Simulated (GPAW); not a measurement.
# Ta (Im-3m) in GPAW: single point with PBE

Aim: the single point of Ta with PBE.

Everything below comes from runs of GPAW 26.7.0. Logs are shortened: lines on timing, memory, paths and dates and some standing lists are left out, and cuts for length are marked. The log counts tension as positive stress, the text compression.

### 1 The crystal as given

It takes space group Im-3m (No. 229, cubic). The conventional cell has a = 3.303 Å, b = 3.303 Å, c = 3.303 Å, α = 90.00°, β = 90.00°, γ = 90.00°. Ta (site symmetry m-3m) is surrounded by 8 Ta at 2.86 Å.

### 2 Single point, PBE

Contents of run.py:

```python
from ase.dft.bandgap import bandgap
from ase.io import read, write
from ase.units import GPa
from gpaw import GPAW, PW

atoms = read('POSCAR')

calc = GPAW(mode=PW(400),
            xc='PBE',
            kpts={'size': (9, 9, 9), 'gamma': True},
            occupations={'name': 'fermi-dirac', 'width': 0.05},
            nbands=15,
            maxiter=120,
            txt='gpaw.txt')
atoms.calc = calc
energy = atoms.get_potential_energy()
forces = atoms.get_forces()
stress = atoms.get_stress()
calc.write('gs.gpw')
write('result.traj', atoms)
print(f'Energy: {energy:.6f} eV')
print('Forces (eV/A):')
print(forces.round(4))
print('Stress (GPa):', (stress / GPa).round(3))
print('Fermi level:', round(calc.get_fermi_level(), 4), 'eV')
print(f'Gap: {bandgap(calc)[0]:.4f} eV, direct: {bandgap(calc, direct=True)[0]:.4f} eV')
```

Contents of POSCAR:

```
Ta
1.0
   -1.6512800000      1.6512800000      1.6512800000
    1.6512800000     -1.6512800000      1.6512800000
    1.6512800000      1.6512800000     -1.6512800000
Ta
1
Direct
    0.0000000000      0.0000000000      0.0000000000
```

Potentials or basis: GPAW PAW data sets (gpaw-data 1.2.1), pw.

Command:

```console
> OMP_NUM_THREADS=1 python run.py
```

gpaw.txt:

```text
__  _  _
 | _ |_)|_||  |
 |__||  | ||/\| - 26.7.0

Input parameters:
  mode=PW(ecut=400.0),
  kpts=MonkhorstPack(size=(9, 9, 9), gamma=True),
  maxiter=120,
  nbands=15,
  occupations=Occupations(name='fermi-dirac', width=0.05),
  xc=XC(name='PBE')

Diagonalizing LCAO Hamiltonian
Converting LCAO to pw mode

       Ta

Atoms  # Å, Bohr magnetons
|   | symbol |        x |        y |        z |    initial magnetic moments |
|---|--------|----------|----------|----------|-----------------------------|
| 0 |     Ta | 0.000000 | 0.000000 | 0.000000 | ( 0.0000,  0.0000,  0.0000) |

Unit cell  # Å
| periodic |         x |         y |         z |  lengths |     angles |
|----------|-----------|-----------|-----------|----------|------------|
|      yes | -1.651280 |  1.651280 |  1.651280 | 2.860101 | 109.471221 |
|      yes |  1.651280 | -1.651280 |  1.651280 | 2.860101 | 109.471221 |
|      yes |  1.651280 |  1.651280 | -1.651280 | 2.860101 | 109.471221 |

Number of symmetries: 48
Symmetry operations  # r_c * U_cc + t_c -> r_c
|    | kind |            matrix            |
|----|------|------------------------------|
|  0 |  σ   |  1, 1, 1,  0, 0,-1,  0,-1, 0 |
|  1 |  C4  |  1, 1, 1,  0, 0,-1, -1, 0, 0 |
|  2 |  C2  |  1, 1, 1,  0,-1, 0,  0, 0,-1 |
|  3 |  S6  |  1, 1, 1,  0,-1, 0, -1, 0, 0 |
|  4 |  S6  |  1, 1, 1, -1, 0, 0,  0, 0,-1 |
|  5 |  C4  |  1, 1, 1, -1, 0, 0,  0,-1, 0 |
|  6 |  E   |  1, 0, 0,  0, 1, 0,  0, 0, 1 |
|  7 |  σ   |  1, 0, 0,  0, 1, 0, -1,-1,-1 |
|  8 |  σ   |  1, 0, 0,  0, 0, 1,  0, 1, 0 |
|  9 |  C3  |  1, 0, 0,  0, 0, 1, -1,-1,-1 |
| 10 |  C3  |  1, 0, 0, -1,-1,-1,  0, 1, 0 |
| 11 |  σ   |  1, 0, 0, -1,-1,-1,  0, 0, 1 |
| 12 |  σ   |  0, 1, 0,  1, 0, 0,  0, 0, 1 |
| 13 |  C2  |  0, 1, 0,  1, 0, 0, -1,-1,-1 |
| 14 |  C3  |  0, 1, 0,  0, 0, 1,  1, 0, 0 |
| 15 |  S4  |  0, 1, 0,  0, 0, 1, -1,-1,-1 |
| 16 |  S4  |  0, 1, 0, -1,-1,-1,  1, 0, 0 |
| 17 |  C3  |  0, 1, 0, -1,-1,-1,  0, 0, 1 |
| 18 |  C3  |  0, 0, 1,  1, 0, 0,  0, 1, 0 |
| 19 |  S4  |  0, 0, 1,  1, 0, 0, -1,-1,-1 |
| 20 |  σ   |  0, 0, 1,  0, 1, 0,  1, 0, 0 |
| 21 |  C3  |  0, 0, 1,  0, 1, 0, -1,-1,-1 |
| 22 |  C2  |  0, 0, 1, -1,-1,-1,  1, 0, 0 |
| 23 |  S4  |  0, 0, 1, -1,-1,-1,  0, 1, 0 |
| 24 |  C4  |  0, 0,-1,  1, 1, 1,  0,-1, 0 |
| 25 |  σ   |  0, 0,-1,  1, 1, 1, -1, 0, 0 |
| 26 |  S6  |  0, 0,-1,  0,-1, 0,  1, 1, 1 |
| 27 |  C2  |  0, 0,-1,  0,-1, 0, -1, 0, 0 |
| 28 |  C4  |  0, 0,-1, -1, 0, 0,  1, 1, 1 |
| 29 |  S6  |  0, 0,-1, -1, 0, 0,  0,-1, 0 |
| 30 |  S6  |  0,-1, 0,  1, 1, 1,  0, 0,-1 |
| 31 |  C4  |  0,-1, 0,  1, 1, 1, -1, 0, 0 |
| 32 |  C4  |  0,-1, 0,  0, 0,-1,  1, 1, 1 |
| 33 |  S6  |  0,-1, 0,  0, 0,-1, -1, 0, 0 |
| 34 |  σ   |  0,-1, 0, -1, 0, 0,  1, 1, 1 |
| 35 |  C2  |  0,-1, 0, -1, 0, 0,  0, 0,-1 |
| 36 |  C2  | -1, 0, 0,  1, 1, 1,  0, 0,-1 |
| 37 |  S6  | -1, 0, 0,  1, 1, 1,  0,-1, 0 |
| 38 |  S6  | -1, 0, 0,  0, 0,-1,  1, 1, 1 |
| 39 |  C2  | -1, 0, 0,  0, 0,-1,  0,-1, 0 |
| 40 |  C2  | -1, 0, 0,  0,-1, 0,  1, 1, 1 |
| 41 |  i   | -1, 0, 0,  0,-1, 0,  0, 0,-1 |
| 42 |  S4  | -1,-1,-1,  1, 0, 0,  0, 1, 0 |
| 43 |  C3  | -1,-1,-1,  1, 0, 0,  0, 0, 1 |
| 44 |  C3  | -1,-1,-1,  0, 1, 0,  1, 0, 0 |
| 45 |  σ   | -1,-1,-1,  0, 1, 0,  0, 0, 1 |
| 46 |  S4  | -1,-1,-1,  0, 0, 1,  1, 0, 0 |
| 47 |  C2  | -1,-1,-1,  0, 0, 1,  0, 1, 0 |

BZ-sampling:
  Number of BZ points: 729
  Number of IBZ points: 35

  Monkhorst-Pack size: [9, 9, 9]
  Monkhorst-Pack shift: [0, 0, 0]

K-points  # in reciprocal-cell coordinates
|     |                                coordinates |     weight |
|-----|--------------------------------------------|------------|
|   0 | (  0.00000000,   0.00000000,   0.00000000) | 0.00137174 |
|   1 | (  0.11111111,   0.00000000,   0.00000000) | 0.01646091 |
|   2 | (  0.11111111,   0.11111111,  -0.11111111) | 0.00823045 |
|   3 | (  0.22222222,   0.00000000,  -0.11111111) | 0.03292181 |
|   4 | (  0.22222222,   0.00000000,   0.00000000) | 0.01646091 |
|   5 | (  0.22222222,   0.11111111,  -0.11111111) | 0.03292181 |
|   6 | (  0.22222222,   0.22222222,  -0.22222222) | 0.00823045 |
|   7 | (  0.33333333,  -0.11111111,  -0.11111111) | 0.01097394 |
|   8 | (  0.33333333,   0.00000000,  -0.11111111) | 0.06584362 |
|   9 | (  0.33333333,   0.00000000,   0.00000000) | 0.01646091 |
| ... |                                            |            |
|  34 | (  0.44444444,   0.44444444,   0.44444444) | 0.01097394 |

Plane wave coefficients: 339
Cutoff: 400.0 eV

Spin-components: 1 (collinear spins)
Bands:           15
Projectors:      6
Spin-degeneracy: 2
Datatype:        complex128

Parallelization:
  kpt:    1
  domain: 1
  band:   1

Density:
  Valence electrons: 13.0
  Components: 1
  Grid points: [14 14 14]
  Charge: 0.0  # |e|

Potential:
  Grid points: [14 14 14]

species:
  Ta:
    name:    Tantalum
    Z:       73.0
    valence: 13
    core:    60
    charge:  0.0  # [|e|]
    compensation charges:
      type: gauss
      rc: 0.42  # [Å]
      lmax: 2
    cutoffs:
      filter: 2.36  # [Å]
      core: 3.45  # [Å]
    projectors
    | kind |    occ | energy [eV] | rcut [Å] |
    |------|--------|-------------|----------|
    |   5s |  2.000 |     -72.790 |    1.365 |
    |   6s |  2.000 |      -5.429 |    1.365 |
    |   5p |  6.000 |     -39.427 |    1.349 |
    |   6p |  0.000 |      -1.396 |    1.349 |
    |   5d |  3.000 |      -3.603 |    1.307 |
    |    d |        |      23.609 |    1.307 |

    Using partial waves for Ta as LCAO basis

Reference energy: -424172.441401  # eV

eigensolver:
  PPCG
  Converge bands: occupied
  niter=2

density mixing:
  MSR1-Mixer
  Pratt-step length: 0.05
  Maximum mixing coefficient: 0.75
  Old densities: 10
  SVD Regularization: 0.005
  Good broyden scale: 1.0
  Trust region scale: 1.0
  Backstep threshold: 4.0
  History deletion threshold: 6.0
  Fourier metric: weight=20.0, sigma=0.015

occupation numbers:
  Fermi-Dirac:
    width: 0.0500  # eV

poisson solver:
  ecut: 3200.0  # eV

xc functional:
  name: PBE with 2 nearest neighbor stencil

convergence criteria:
- Maximum [total energy] change in last 3 cyles: 0.0005 eV / valence electron
- Maximum integral of absolute [dens]ity change: 0.0001 electrons / valence electron
- Maximum integral of absolute [eigenst]ate change: 4e-08 eV^2 / valence electron
maximum number of iterations: 120

SCF iterations
|iter     | |      energy | eigst |  dens |
|---------|-|-------------|-------|-------|
|iter:   1| |   -9.990540 | -0.20 |       |
|iter:   2| |   -9.962303 | -3.25 | -1.27 |
|iter:   3| |   -9.829354 | -2.09 | -1.30 |
|iter:   4| |   -9.834890 | -3.63 | -2.01 |
|iter:   5| |   -9.836797 | -4.48 | -2.36 |
|iter:   6| |   -9.836800c| -6.69 | -3.83 |
|iter:   7| |   -9.836799c| -7.80c| -4.25c|

Converged in 7 steps
Energy contributions relative to reference atoms: (reference = -424172.441401)

Energy contributions:
  Kinetic:           9.061526
  Coulomb:          -9.395876
  Zero:             -0.263391
  External:          0.000000
  Xc:               -9.229680
  Entropy:          -0.018755
  Spinorbit:         0.000000
  ----------------------------
  Free energy:      -9.846177
  Extrapolated:     -9.836799

dipole moment: (-5.930242, -5.930242, -5.930242)  # |e|*Ang

Fermi level: 11.874
Eigenvalues  # (at kpt = [0.000, 0.000, 0.000])
| band index |      eig [eV] | occ [0-2] |
|------------|---------------|-----------|
|          0 |       -55.137 |     2.000 |
|          1 |       -21.288 |     2.000 |
|          2 |       -21.288 |     2.000 |
|          3 |       -21.288 |     2.000 |
|          4 |         3.949 |     2.000 |
|          5 |        12.555 |     0.000 |
|          6 |        12.555 |     0.000 |
|          7 |        12.555 |     0.000 |
|          8 |        15.798 |     0.000 |
|          9 |        15.798 |     0.000 |
|         10 |        26.664 |     0.000 |
|         11 |        26.664 |     0.000 |
|         12 |        26.664 |     0.000 |
|        ... |               |           |
|         14 |        37.756 |     0.000 |

No gap
No difference between direct/indirect transitions

Forces  # eV/Ang
|        x |       y |        z |
|----------|---------|----------|
| -0.00000 | 0.00000 | -0.00000 |  # Ta   0

Stress tensor  # eV/Ang^3
|         x |         y |         z |
|-----------|-----------|-----------|
| -0.019422 | -0.000000 | -0.000000 |
| -0.000000 | -0.019422 |  0.000000 |
| -0.000000 |  0.000000 | -0.019422 |

# Writing to gs.gpw (mode='')
```

Run time: 4.6 s. Hardware: 1 thread of Arm Neoverse V1, shared host; peak memory 0.14 GiB.

The run converged, but some of its settings lie outside the range that counts as converged, so its numbers aren't taken as properties of the crystal.

Results:

* Free energy: -9.8462 eV
* Pressure: 3.1 GPa
* Band gap on the k mesh: none (metal or under the smearing width)

Caveat: the cutoff is short for stress and forces, so pressures can be off by a GPa or more.
